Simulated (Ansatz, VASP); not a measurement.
# C (bilayer graphene, AB stacked): VASP beside Ansatz, part 2 of 2

Wanted: the spread between two codes on one cell, functional and k mesh. Of the first pair: The cell is taken from a series of runs on this material, whose earlier steps may have relaxed, scaled, displaced or heated it; both programs get it as it stands. Other levels of theory on this material are compared in a session of their own.

VASP 6.6.1 and Ansatz 0.2.0.

So far: The structure; VASP: single point, RPBE; Ansatz: single point, RPBE; Side by side; Ansatz: relaxation, PBE with D3(BJ).

### Step 6. VASP: single point, PBE with D3(BJ)

Level of this step: PBE with D3(BJ); plane waves and PAW (C) (VASP).

The same cell, functional, mesh and smearing now go to VASP, with its own data sets.

INCAR

```
SYSTEM = C
PREC = Accurate
ENCUT = 520
EDIFF = 1E-06
NELM = 120
ISMEAR = -1
SIGMA = 0.05
LREAL = .FALSE.
ALGO = Normal
GGA = PE
IVDW = 12
NBANDS = 14
LORBIT = 11
LWAVE = .FALSE.
LCHARG = .FALSE.
ISIF = 2
LDIPOL = .TRUE.
IDIPOL = 3
DIPOL = 0.5 0.5 0.501
LVHAR = .TRUE.
LASPH = .TRUE.
GGA_COMPAT = .FALSE.
NELMDL = -8
KPAR = 2
```

POSCAR

```
C
1.0
    2.4610000000      0.0000000000      0.0000000000
   -1.2305000000      2.1312885187      0.0000000000
    0.0000000000      0.0000000000     19.3540000000
C
4
Direct
    0.0000000000      0.0000000000      0.4133512452
    0.6666666667      0.3333333333      0.4133329140
    0.0000000000      0.0000000000      0.5894721071
    0.3333333333      0.6666666667      0.5894904383
```

KPOINTS

```
Automatic mesh
0
Gamma
24 24 1
0 0 0
```

Potentials, in the order of the species: C (PBE family, release 64).

Run with:

```console
> mpirun -np 2 vasp_std
```

Numbers of over 12 decimals in the logs are rounded to 6 here.

The program printed:

```text
[banner, memory and clock lines left out]
running    2 mpi-ranks, on    1 nodes
[...]
LDA part: xc-table for (Slater+PW92), standard interpolation
 POSCAR, INCAR and KPOINTS ok, starting setup
[...]
entering main loop
       N       E                     dE             d eps       ncg     rms          rms(c)
DAV:   1     0.107179002496E+03    0.10718E+03   -0.67020E+03  1724   0.913E+02
DAV:   2    -0.277409969533E+02   -0.13492E+03   -0.12032E+03  2644   0.206E+02
DAV:   3    -0.391495038162E+02   -0.11409E+02   -0.11289E+02  2224   0.665E+01
DAV:   4    -0.393763435211E+02   -0.22684E+00   -0.22631E+00  2276   0.118E+01
[...]
DAV:  21    -0.368789773769E+02   -0.18816E-05   -0.36695E-08  1784   0.142E-03    0.167E-03
DAV:  22    -0.368789811368E+02   -0.37599E-05   -0.80042E-08  1364   0.169E-03    0.216E-04
DAV:  23    -0.368789812777E+02   -0.14082E-06   -0.68927E-09  1754   0.579E-04
   1 F= -.37353311E+02 E0= -.37353064E+02  d E =-.493686E-03
```

OUTCAR, selected parts (step 6):

```text
 Edisp (eV)   -0.47433

  Total       0.65797     0.65797    -0.02717     0.00000    -0.00000     0.00000
  in kB      10.38471    10.38471    -0.42890     0.00000    -0.00000     0.00000
  external pressure =        6.78 kB  Pullay stress =        0.00 kB

 POSITION                                       TOTAL-FORCE (eV/Angst)
 -----------------------------------------------------------------------------------
      0.00000      0.00000      8.00000         0.000000      0.000000      0.001103
      1.23050      0.71043      7.99965        -0.000000     -0.000000     -0.000054
      0.00000      0.00000     11.40864         0.000000     -0.000000     -0.001103
     -0.00000      1.42086     11.40900        -0.000000      0.000000      0.000054
 -----------------------------------------------------------------------------------
    total drift:                                0.000000      0.000000     -0.000026

  FREE ENERGIE OF THE ION-ELECTRON SYSTEM (eV)
  ---------------------------------------------------
  free  energy   TOTEN  =       -37.3533113319 eV

  energy  without entropy=      -37.3528176462  energy(sigma->0) =      -37.35306449

[... 2 parts as in an earlier step ...]

[... 1 further part left out ...]
[key lines of the parts left out:]
E-fermi :  -1.1435
```

Dispersion corrections of this kind ignore metallic screening and tend to overbind metals.

### Step 7. Comparison

The two programs side by side:

```csv
quantity,Ansatz,VASP,difference
"work function, lower of the two faces (eV)",4.26,4.26,0.00
"work function, higher of the two faces (eV)",4.26,4.26,0.00
```

With vacuum in the cell, a pressure given here is an average over mostly empty space and none of the material.

### Step 8. VASP: single point, r2SCAN

A single point gives forces, pressure and levels at one fixed geometry, so differences don't come from the geometry; what else differs is listed under the comparison.

INCAR

```
SYSTEM = C
PREC = Accurate
ENCUT = 580
EDIFF = 1E-06
NELM = 120
ISMEAR = -1
SIGMA = 0.05
LREAL = .FALSE.
ALGO = Normal
METAGGA = R2SCAN
LASPH = .TRUE.
NBANDS = 14
LORBIT = 11
LWAVE = .FALSE.
LCHARG = .FALSE.
ISIF = 2
LDIPOL = .TRUE.
IDIPOL = 3
DIPOL = 0.5 0.5 0.501
LVHAR = .TRUE.
GGA_COMPAT = .FALSE.
NELMDL = -8
LMIXTAU = .TRUE.
KPAR = 2
```

POSCAR is that of step 6.

KPOINTS is that of step 6.

Run with:

```console
> mpirun -np 2 vasp_std
```

The program printed:

```text
[banner, memory and clock lines left out]
running    2 mpi-ranks, on    1 nodes
[...]
[... a notice as in an earlier step ...]

 LDA part: xc-table for (None), standard interpolation
 POSCAR, INCAR and KPOINTS ok, starting setup
[...]
entering main loop
       N       E                     dE             d eps       ncg     rms          rms(c)
DAV:   1     0.106798095211E+03    0.10680E+03   -0.71006E+03  1708   0.100E+03
DAV:   2    -0.337992568660E+02   -0.14060E+03   -0.12597E+03  2692   0.212E+02
DAV:   3    -0.453429550923E+02   -0.11544E+02   -0.11436E+02  2194   0.678E+01
DAV:   4    -0.455624894662E+02   -0.21953E+00   -0.21912E+00  2308   0.116E+01
[...]
DAV:  42    -0.397266970413E+02    0.48935E-05   -0.92337E-07  1550   0.108E-02    0.198E-03
DAV:  43    -0.397267033509E+02   -0.63096E-05   -0.65875E-07  1670   0.746E-03    0.130E-03
DAV:  44    -0.397267034091E+02   -0.58184E-07   -0.48428E-07  1334   0.716E-03
   1 F= -.39726703E+02 E0= -.39726458E+02  d E =-.490235E-03
```

OUTCAR, selected parts (step 8):

```text
  Total       -0.4645319     -0.4645319      0.0192062      0.0000000      0.0000000     -0.0000000
  in kB       -7.3316465     -7.3316465      0.3031283      0.0000000      0.0000000     -0.0000000
  external PRESSURE =      -4.7867216 kB  Pullay stress =       0.0000000 kB

 POSITION                                       TOTAL-FORCE (eV/Angst)
 -----------------------------------------------------------------------------------
      0.00000      0.00000      8.00000         0.000000      0.000000     -0.017880
      1.23050      0.71043      7.99965        -0.000000      0.000000     -0.011938
      0.00000      0.00000     11.40864        -0.000000      0.000000      0.017880
     -0.00000      1.42086     11.40900         0.000000     -0.000000      0.011938
 -----------------------------------------------------------------------------------
    total drift:                                0.000000      0.000000     -0.000009

  FREE ENERGIE OF THE ION-ELECTRON SYSTEM (eV)
  ---------------------------------------------------
  free  energy   TOTEN  =       -39.7267034091 eV

  energy  without entropy=      -39.7262131741  energy(sigma->0) =      -39.72645829

[... 1 part as in an earlier step ...]

[... 2 further parts left out ...]
[key lines of the parts left out:]
E-fermi :  -1.2007
```

### Step 9. Ansatz: single point, r2SCAN

The same cell, functional, mesh and smearing now go to Ansatz, which takes its cutoff from its data sets.

The cell is taken from a series of runs on this material, whose earlier steps may have relaxed, scaled, displaced or heated it; both programs get it as it stands.

input.yaml

```yaml
crystal:
  lattice:
    - [2.461, 0.0, 0.0]
    - [-1.2305, 2.1312885187, 0.0]
    - [0.0, 0.0, 19.354]
  atoms:
    - { symbol: C, position: [0.0, 0.0, 0.4133512452] }
    - { symbol: C, position: [0.6666666667, 0.3333333333, 0.4133353291] }
    - { symbol: C, position: [0.0, 0.0, 0.5894721071] }
    - { symbol: C, position: [0.3333333333, 0.6666666667, 0.5894928534] }
hamiltonian:
  xc: r2scan
kpoints:
  mp_grid: { grid: [24, 24, 1] }
scf:
  occupations: { method: fermi_dirac, width: 0.05 }
  convergence: { dr2_threshold: 1.0e-09 }
efield:
  axis: 3
  dipole_correction: true
output:
  write_potential: true
  write_density: true
  volumetric_format: npy
```

Run with:

```console
> ansatz run input.yaml --threads 2 --pin off --max-ram 4096MiB --backend cpu --events-out ev --progress --plain --runs-dir out
```

The program printed:

```text
[...]
Crystal: 4 atoms, lattice volume = 101.514 Å³
Basis set: ecut = 500 eV, 2621 PW (Γ), exchange–correlation on 72×72×576 points (64 copies of the dense FFT grid, shifted against one another)
Bands: 12, of which v1, the nominal top of the filled ones, is band 8 counted from 1 (7 counted from 0)
Symmetry: 6 space group operations
[...]
k-point 0: bands = [... 4 lower, -3.6320, -3.6320, -3.6238, -3.6238, 3.3661, 3.8182, 4.3478, 5.7363]
  k-point 1: bands = [... 4 lower, -3.8155, -3.8053, -3.7276, -3.7180, 3.4223, 3.8747, 4.4046, 5.7927]
  k-point 2: bands = [... 4 lower, -4.3366, -4.3215, -3.9940, -3.9814, 3.5907, 4.0444, 4.5748, 5.9618]
  k-point 60: bands = [... 4 lower, -11.5136, -11.5135, -0.6964, -0.3860, -0.3860, -0.0462, 10.6407, 10.6408]
[key lines of the parts left out:]
SCF converged after 10 iterations
Free energy (F): -1006.636566 eV
Fermi energy:    -0.385878 eV
Dipole field:    D = 0.000006 V/Å  (p = 0.000003 e·Å, saw-weighted, corrected)
Work function:   Φ+ = 4.3090 eV   Φ− = 4.3091 eV
```

### Step 10. Comparison

What differs besides the data sets and the points named for the pairs above, as far as they apply: VASP keeps PBE cores, Ansatz makes them for the functional; the cutoff is 500 eV in Ansatz and 580 eV in VASP. Total energies have different zeros and are not compared.

Compared:

```
                                   quantity  Ansatz  VASP  difference
 work function, lower of the two faces (eV)    4.31  4.32       -0.01
work function, higher of the two faces (eV)    4.31  4.32       -0.01
```

With vacuum in the cell, a pressure given here is an average over mostly empty space and none of the material.

### Step 11. Results

| Quantity | Value |
| --- | --- |
| difference in work function, lower of the two faces (single point, RPBE) | -0.0030 eV |
| difference in work function, higher of the two faces (single point, PBE with D3(BJ)) | 2.9e-4 eV |
| difference in work function, lower of the two faces (single point, r2SCAN) | -0.013 eV |

The difference in work function, lower of the two faces is -0.0030 eV (single point, RPBE). 7 further runs of this series are not shown here. How closely two codes agree says nothing of how well the functional describes the real material.

[Lines on the potential files, build, host, timing and source positions are cut from VASP's logs without a mark.]

[Logs are printed without paths, hosts, clocks, repeated set-up lines and the standing remarks that a program may print on its own settings, such as how far it seeks lower states.]

[Hosts, paths, dates, database ids (printed as entryN), source tags and the programs' standing remarks are cut or masked in the printed files.]
